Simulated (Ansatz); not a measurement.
**WSe2: freezing in a mode**

Aim: for WSe2, trace the energy along mode 11.

Computed with Ansatz 0.2.0 (DFT PBE, scalar-relativistic, plane waves, PAW, unless a step's input says otherwise).

2 further runs of the same task are left out: 2 set aside as unsound or not needed. Runs told in other sessions of the task aren't counted.

### Step 1. The system as given

The structure is hexagonal, space group P6_3/mmc (No. 194). Conventional cell: a = 3.321 Å, b = 3.321 Å, c = 15.257 Å, α = 90.00°, β = 90.00°, γ = 120.00°. W (site symmetry -6m2) is surrounded by 6 Se at 2.55 Å. Se (site symmetry 3m) is surrounded by 3 W at 2.55 Å.

Structure file:

```cif
data_structure
_symmetry_space_group_name_H-M 'P 1'
_symmetry_Int_Tables_number 1
_cell_length_a 3.3207
_cell_length_b 3.3207
_cell_length_c 15.2573
_cell_angle_alpha 90.000
_cell_angle_beta 90.000
_cell_angle_gamma 120.000
_cell_volume 145.70
loop_
_atom_site_label
_atom_site_type_symbol
_atom_site_fract_x
_atom_site_fract_y
_atom_site_fract_z
_atom_site_occupancy
W1 W 0.33333 0.66667 0.25000 1
W2 W 0.66667 0.33333 0.75000 1
Se1 Se 0.33333 0.66667 0.64002 1
Se2 Se 0.66667 0.33333 0.14002 1
Se3 Se 0.33333 0.66667 0.85998 1
Se4 Se 0.66667 0.33333 0.35998 1
```

It is the result of an earlier relaxation at this level (volume 24.28 Å³/atom; gap on the mesh: 1.48 eV).

### Step 2. Zero of energy

The reference gives a free energy of -42649.3300 eV, pressure 0.02 GPa, largest force 0.004 eV/Å and gap on the mesh 1.48 eV. It was computed beforehand with the settings of the runs below.

### Step 3. The scan: freezing in a mode

Mode 11 of the phonon run on this cell, counted from the lowest, is frozen in: each atom moves by x times its row below, so x is the largest displacement.

```
atom      ux      uy     uz
  W1  -0.608  -0.608  0.000
  W2   0.000   0.000  0.000
 Se3   0.000   0.000  0.000
 Se4   0.707   0.707  0.000
 Se5   0.000   0.000  0.000
 Se6   0.707   0.707  0.000
```

### Step 4. Point x = -0.200 Å

File input.yaml:

```yaml
crystal:
  lattice:
    - [3.3206937274, 0.0, 0.0]
    - [-1.6603468637, 2.8758051261, 0.0]
    - [0.0, 0.0, 15.2573262715]
  atoms:
    - { symbol: W, position: [0.3910464693, 0.7089156145, 0.25] }
    - { symbol: W, position: [0.6666666392, 0.3333333132, 0.75] }
    - { symbol: Se, position: [0.3333329429, 0.6666663808, 0.6400199235] }
    - { symbol: Se, position: [0.5994906388, 0.2841570679, 0.1400199235] }
    - { symbol: Se, position: [0.3333329429, 0.6666663808, 0.8599800765] }
    - { symbol: Se, position: [0.5994906388, 0.2841570679, 0.3599800765] }
basis:
  ecutwfc: 420
kpoints:
  mp_grid: { grid: [12, 12, 2] }
hamiltonian:
  xc: pbe
scf:
  occupations: { method: gaussian, width: 0.05 }
output:
  forces: true
  stress: true
  eigenvalues: true
```

Started as:

```bash
$ ansatz run input.yaml --threads 2 --pin off --max-ram 5120MiB --backend cpu --events-out ev --progress --plain --runs-dir out
```

### Step 5. x = 0.150 Å

File input.yaml:

```yaml
crystal:
  lattice:
    - [3.3206937274, 0.0, 0.0]
    - [-1.6603468637, 2.8758051261, 0.0]
    - [0.0, 0.0, 15.2573262715]
  atoms:
    - { symbol: W, position: [0.2900484813, 0.6349799558, 0.25] }
    - { symbol: W, position: [0.6666666873, 0.3333333484, 0.75] }
    - { symbol: Se, position: [0.3333336262, 0.666666881, 0.6400199235] }
    - { symbol: Se, position: [0.7170486876, 0.3702155324, 0.1400199235] }
    - { symbol: Se, position: [0.3333336262, 0.666666881, 0.8599800765] }
    - { symbol: Se, position: [0.7170486876, 0.3702155324, 0.3599800765] }
basis:
  ecutwfc: 420
kpoints:
  mp_grid: { grid: [12, 12, 2] }
hamiltonian:
  xc: pbe
scf:
  occupations: { method: gaussian, width: 0.05 }
output:
  forces: true
  stress: true
  eigenvalues: true
```

### Step 6. At x = -0.100 Å

File input.yaml:

```yaml
crystal:
  lattice:
    - [3.3206937274, 0.0, 0.0]
    - [-1.6603468637, 2.8758051261, 0.0]
    - [0.0, 0.0, 15.2573262715]
  atoms:
    - { symbol: W, position: [0.3621899013, 0.6877911406, 0.25] }
    - { symbol: W, position: [0.6666666529, 0.3333333233, 0.75] }
    - { symbol: Se, position: [0.3333331381, 0.6666665237, 0.6400199235] }
    - { symbol: Se, position: [0.6330786527, 0.3087452006, 0.1400199235] }
    - { symbol: Se, position: [0.3333331381, 0.6666665237, 0.8599800765] }
    - { symbol: Se, position: [0.6330786527, 0.3087452006, 0.3599800765] }
basis:
  ecutwfc: 420
kpoints:
  mp_grid: { grid: [12, 12, 2] }
hamiltonian:
  xc: pbe
scf:
  occupations: { method: gaussian, width: 0.05 }
output:
  forces: true
  stress: true
  eigenvalues: true
```

### Step 7. Point x = 0.050 Å

File input.yaml:

```yaml
crystal:
  lattice:
    - [3.3206937274, 0.0, 0.0]
    - [-1.6603468637, 2.8758051261, 0.0]
    - [0.0, 0.0, 15.2573262715]
  atoms:
    - { symbol: W, position: [0.3189050493, 0.6561044297, 0.25] }
    - { symbol: W, position: [0.6666666735, 0.3333333384, 0.75] }
    - { symbol: Se, position: [0.3333334309, 0.6666667381, 0.6400199235] }
    - { symbol: Se, position: [0.6834606736, 0.3456273997, 0.1400199235] }
    - { symbol: Se, position: [0.3333334309, 0.6666667381, 0.8599800765] }
    - { symbol: Se, position: [0.6834606736, 0.3456273997, 0.3599800765] }
basis:
  ecutwfc: 420
kpoints:
  mp_grid: { grid: [12, 12, 2] }
hamiltonian:
  xc: pbe
scf:
  occupations: { method: gaussian, width: 0.05 }
output:
  forces: true
  stress: true
  eigenvalues: true
```

### Step 8. Point x = 0.200 Å

File input.yaml:

```yaml
crystal:
  lattice:
    - [3.3206937274, 0.0, 0.0]
    - [-1.6603468637, 2.8758051261, 0.0]
    - [0.0, 0.0, 15.2573262715]
  atoms:
    - { symbol: W, position: [0.2756201974, 0.6244177189, 0.25] }
    - { symbol: W, position: [0.6666666942, 0.3333333535, 0.75] }
    - { symbol: Se, position: [0.3333337238, 0.6666669525, 0.6400199235] }
    - { symbol: Se, position: [0.7338426945, 0.3825095988, 0.1400199235] }
    - { symbol: Se, position: [0.3333337238, 0.6666669525, 0.8599800765] }
    - { symbol: Se, position: [0.7338426945, 0.3825095988, 0.3599800765] }
basis:
  ecutwfc: 420
kpoints:
  mp_grid: { grid: [12, 12, 2] }
hamiltonian:
  xc: pbe
scf:
  occupations: { method: gaussian, width: 0.05 }
output:
  forces: true
  stress: true
  eigenvalues: true
```

(Steps that only read results are left out.)

Before running it: what results should come out? Wanted: harmonic wavenumber of the mode.

As calculated:

| quantity | value |
| --- | --- |
| harmonic wavenumber of the mode | 239 cm⁻¹ |
| the same from the force at an amplitude of 0.050 Å | 240 cm⁻¹ |

In words: The force at the smallest amplitude gives 240 cm⁻¹ against 239 cm⁻¹ from the phonon run, so the curve is close to a parabola there. No sampled point lies below the undisturbed cell. The gap on the mesh stays between 0.59 and 1.48 eV. Spin-orbit coupling is left out, which matters for the bands of W. Layers here are held mostly by dispersion, which this level lacks, so their spacing and the stiffness across them are unreliable there.
